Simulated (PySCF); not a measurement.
**Reproducing measurements on acetone**

**Measured values to compare with.**

From NIST CCCBDB Release 22 (SRD 101), experimental polarizabilities, for the gas: mean polarisability 6.27 Å³.

CORE65 (Golze, Keller, Rinke, J. Phys. Chem. Lett. 2020, 11, 1840), as tabulated in Jana, Herbert, J. Chem. Phys. 2023, 158, 094111, SI lists, for the gas: O 1s binding energy of O4 537.73 eV; C 1s binding energy of C2 293.88 eV; C 1s binding energy of C1/C3 291.23 eV.

The results are set against them at the end.

Compound: acetone, C3H6O.
Numbering: `[CH3:1][C:2]([CH3:3])=[O:4]` (hydrogens: H5, H6, H7 on C1; H8, H9, H10 on C3)

Structure used (GFN2-xTB), in Å, numbered top down from 1:
```xyz
10
C3H6O angstrom
C      1.268   -0.146   -0.092
C     -0.030    0.607   -0.255
C     -1.249   -0.148    0.214
O     -0.088    1.714   -0.723
H      1.500   -0.226    0.969
H      1.175   -1.152   -0.494
H      2.076    0.382   -0.591
H     -2.099    0.524    0.298
H     -1.059   -0.633    1.168
H     -1.485   -0.920   -0.517
```

Runs made with PySCF (gas phase, on this GFN2-xTB geometry; non-relativistic but for the core-level run):

| level | job | basis functions | wall time |
| --- | --- | --- | --- |
| wB97X-D/def2-SVPD | 8 singlets by full TDDFT, 3 Tamm–Dancoff triplets, polarisability | 131 | 7.5 s |
| delta-SCF UKS SCAN, pcX-2 on the ionised atom, pcseg-1 elsewhere, spin-free X2C | ΔSCF core ionisation, 3 holes | 117 | 9.9 s |

Hardware: one thread, Arm Neoverse V2 (shared host).

Results beside the measurements:

**Mean polarisability.** Measured: 6.27 Å³ (NIST CCCBDB Release 22 (SRD 101), experimental polarizabilities).

```
            level  computed (Å³)  computed − measured (Å³)  % (from the printed values)
wB97X-D/def2-SVPD           6.03                     -0.24                           -4
```

The computed values are static and purely electronic, with core orbitals frozen in the response (1 au = 0.148185 Å³). The table of measured values doesn't say here whether a value is static or optical, or holds a vibrational part.

**Core binding energies.** PySCF 2.14.0, delta-SCF UKS SCAN, pcX-2 on the ionised atom, pcseg-1 elsewhere, spin-free X2C.

| level and atom | computed (eV) | measured (eV) | computed − measured (eV) |
| --- | --- | --- | --- |
| O 1s, O4 | 537.75 | 537.73 | +0.02 |
| C 1s, C2 | 293.55 | 293.88 | -0.33 |
| C 1s, C1/C3 | 291.07 | 291.23 | -0.16 |

Sources, in the order of the opening: CORE65 (Golze, Keller, Rinke, J. Phys. Chem. Lett. 2020, 11, 1840), as tabulated in Jana, Herbert, J. Chem. Phys. 2023, 158, 094111, SI. Against the first value of each row the mean signed difference is -0.16 eV and the largest in size -0.33 eV. The computed values are vertical, without vibrational structure; measured positions hang on the energy calibration. The first atom of each set that the bonding makes equivalent was ionised and stands for the set. Spin contamination (⟨S²⟩ against 0.75 for a pure doublet) is marked for C 1s of C2 (0.86), which makes this value less certain.

No measured geometry was used, and the causes of the misses weren't examined.
